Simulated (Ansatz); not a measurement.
# Mo (diamond type): how the settings move a single-point run

Question: which choices in the input matter for Mo (diamond type)?

Program: Ansatz 0.2.0. Level of theory: reference: DFT, PBE, PAW with Ansatz's default frozen-core files, scalar-relativistic. These are calculated values, not measurements.

### 1 The starting structure

It takes space group Fd-3m (No. 227, cubic). Conventional cell: a = 5.167 Å, b = 5.167 Å, c = 5.167 Å, α = 90.00°, β = 90.00°, γ = 90.00°. Mo (site symmetry -43m) is surrounded by 4 Mo at 2.24 Å.

Structure file:

```cif
data_structure
_symmetry_space_group_name_H-M 'P 1'
_symmetry_Int_Tables_number 1
_cell_length_a 3.6538
_cell_length_b 3.6538
_cell_length_c 3.6538
_cell_angle_alpha 60.000
_cell_angle_beta 60.000
_cell_angle_gamma 60.000
_cell_volume 34.49
loop_
_atom_site_label
_atom_site_type_symbol
_atom_site_fract_x
_atom_site_fract_y
_atom_site_fract_z
_atom_site_occupancy
Mo1 Mo 0.87500 0.87500 0.87500 1
Mo2 Mo 0.12500 0.12500 0.12500 1
```

### 2 The reference run

input.yaml reads:

```yaml
crystal:
  lattice:
    - [0.0, 2.583605122, 2.583605122]
    - [2.583605122, 0.0, 2.583605122]
    - [2.583605122, 2.583605122, 0.0]
  atoms:
    - { symbol: Mo, position: [-0.125, -0.125, -0.125] }
    - { symbol: Mo, position: [0.125, 0.125, 0.125] }
kpoints:
  mp_grid: { grid: [14, 14, 14] }
scf:
  occupations: { method: fermi_dirac, width: 0.05 }
hamiltonian:
  xc: pbe
  pseudopotentials: { kind: paw }
output:
  forces: true
  stress: true
  eigenvalues: true
  populations: true
```

Started as:

```sh
$ ansatz run input.yaml --threads 1 --pin off --max-ram 2048MiB --backend cpu --events-out ev --progress --plain --runs-dir out
```

### 3 Changing settings: pseudopotentials.kind nc, pseudopotentials.accuracy standard, hubbard.sites [{species: Mo, l: d, u_eff: 6.0}], hubbard.double_counting fll

input.yaml: that of step 2 with these lines changed.

```diff
@@ -14,3 +14,4 @@
   xc: pbe
-  pseudopotentials: { kind: paw }
+  pseudopotentials: { kind: nc, accuracy: standard }
+  hubbard: { sites: [{ species: Mo, l: d, u_eff: 6.0 }], double_counting: fll }
 output:
```

Q: Predict the outcome of this session. Wanted: for each run, ending; energy change; pressure; gap; force.

The runs gave:

| run | ending | energy change | pressure (GPa) | gap (eV) | force (eV/Å) | cycles | time |
| --- | --- | --- | --- | --- | --- | --- | --- |
| reference | converged | - | 55.5 | 0.00 | 0.00 | 6 | 3.6 s |
| 1: pseudopotentials.kind nc, pseudopotentials.accuracy standard, hubbard.sites [{species: Mo, l: d, u_eff: 6.0}], hubbard.double_counting fll | converged | not comparable | 56.1 | 0.00 | 0.00 | 8 | 17 s |

Residual by cycle in the longest SCF loop of each run; runs are numbered as in the table. The quantity is the density residual dr2, in eV.

| cycle | reference | run 1 |
| --- | --- | --- |
| 1 | 0.0107 | 0.409 |
| 2 | 0.00426 | 0.142 |
| 3 | 1.2e-4 | 0.00541 |
| 4 | 3.3e-6 | 1.7e-4 |
| 5 | 5.1e-7 | 2.2e-5 |
| 6 | 1.8e-8 | 1.7e-6 |
| 7 | - | 1.8e-7 |
| 8 | - | 8.8e-10 |

**Reading.** A change of potentials puts the total energy on another scale; the pressure goes from 55.5 to 56.1 GPa. The Hubbard U changed too. Cost: 8 SCF cycles against 6, 17 s against 3.6 s. A changed U is a change of model: its shifts are not errors of convergence. The structure is not at rest: the sound run finds 55 GPa, so these are no properties of the relaxed crystal. 
